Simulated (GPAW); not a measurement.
Set up this calculation in GPAW 26.7.0, as an ASE script.

```yaml
Task: single point
Functional: PBE
Potentials_or_basis: GPAW PAW data sets (gpaw-data 1.2.1)
Cutoff: 800 eV
Basis: pw
k_mesh: 10 × 10 × 10
Occupations: gaussian, width 0.019 eV
Spin: no spin polarisation
Maxiter: 150
```

The structure of ZrC lies in ZrC.xyz:

```xyz
2
Lattice="0.0000000000 2.3650000000 2.3650000000 2.3650000000 0.0000000000 2.3650000000 2.3650000000 2.3650000000 0.0000000000" Properties=species:S:1:pos:R:3 pbc="T T T"
Zr     2.3650000000      2.3650000000      2.3650000000
C      0.0000000000      0.0000000000      0.0000000000
```

One way to write it, as run:

run.py

```python
from ase.dft.bandgap import bandgap
from ase.io import read, write
from ase.units import GPa
from gpaw import GPAW, PW

atoms = read('ZrC.xyz')

calc = GPAW(mode=PW(800),
            xc='PBE',
            kpts={'size': (10, 10, 10), 'gamma': True},
            occupations={'name': 'methfessel-paxton', 'order': 0, 'width': 0.019000000000000003},
            nbands=18,
            convergence={'density': 1e-05, 'energy': 1e-05},
            maxiter=150,
            txt='gpaw.txt')
atoms.calc = calc
energy = atoms.get_potential_energy()
forces = atoms.get_forces()
stress = atoms.get_stress()
calc.write('gs.gpw')
write('result.traj', atoms)
print(f'Energy: {energy:.6f} eV')
print('Forces (eV/A):')
print(forces.round(4))
print('Stress (GPa):', (stress / GPa).round(3))
print('Fermi level:', round(calc.get_fermi_level(), 4), 'eV')
print(f'Gap: {bandgap(calc)[0]:.4f} eV, direct: {bandgap(calc, direct=True)[0]:.4f} eV')
```

Potentials or basis: GPAW PAW data sets (gpaw-data 1.2.1), pw.

The run is started by

```bash
$ OMP_NUM_THREADS=1 python run.py
```

It gave:

```
Pressure               : -3.9 GPa
Band gap on the k mesh : none (metal or under the smearing width)
```

Run time: 27 s on 1 thread of Arm Neoverse V1, on a shared host, peak memory 0.17 GiB.
